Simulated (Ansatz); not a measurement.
# HfN (PbO type): a single-point run

The task is a single-point run on HfN (PbO type). The structure is shown as the input types it.

Method: DFT PBE, scalar-relativistic, plane waves, PAW, in Ansatz 0.2.0.

## (1) The system as given

The structure is tetragonal, space group P4/nmm (No. 129). Conventional cell: a = 3.857 Å, b = 3.857 Å, c = 4.818 Å, α = 90.00°, β = 90.00°, γ = 90.00°. Hf (site symmetry 4mm) has 4 N at 2.11 Å in its first shell of neighbours. Around N (site symmetry -4m2) lie 4 Hf at 2.11 Å.

Coordinates:

```cif
data_structure
_symmetry_space_group_name_H-M 'P 1'
_symmetry_Int_Tables_number 1
_cell_length_a 3.8567
_cell_length_b 3.8567
_cell_length_c 4.8185
_cell_angle_alpha 90.000
_cell_angle_beta 90.000
_cell_angle_gamma 90.000
_cell_volume 71.67
loop_
_atom_site_label
_atom_site_type_symbol
_atom_site_fract_x
_atom_site_fract_y
_atom_site_fract_z
_atom_site_occupancy
Hf1 Hf 0.50000 0.00000 0.17687 1
Hf2 Hf 0.00000 0.50000 0.82313 1
N1 N 0.00000 0.00000 0.00000 1
N2 N 0.50000 0.50000 0.00000 1
```

## (2) Input and run

Input file input.yaml:

```yaml
crystal:
  lattice:
    - [3.8567057347, 0.0, 0.0]
    - [0.0, 3.8567057347, 0.0]
    - [0.0, 0.0, 4.8184718836]
  atoms:
    - { symbol: Hf, position: [0.5, 0.0, 0.1768716561] }
    - { symbol: Hf, position: [0.0, 0.5, 0.8231283439] }
    - { symbol: "N", position: [0.0, 0.0, 0.0] }
    - { symbol: "N", position: [0.5, 0.5, 0.0] }
basis:
  ecutwfc: 420
  ecutrho_ratio: 4
kpoints:
  mp_grid: { grid: [1, 1, 1] }
hamiltonian:
  xc: pbe
scf:
  occupations: { method: gaussian, width: 0.05 }
  max_iter: 75
output:
  forces: true
  stress: true
```

Command:

```console
> ansatz run input.yaml --threads 2 --pin off --max-ram 2662MiB --backend cpu --events-out ev --progress --plain --runs-dir out
```

Q: Will this input give a usable result? If not, why, and what should change?

The run converged and reported no error. It gives a largest force of 3.6 eV/Å, which is large; a structure far from rest gives such values too, whatever the setting.

In the input, kpoints.mp_grid.grid is [1, 1, 1]. The zone is sampled at a single point, which suits only large cells or molecules.

The test: set kpoints.mp_grid.grid to [10, 10, 8].
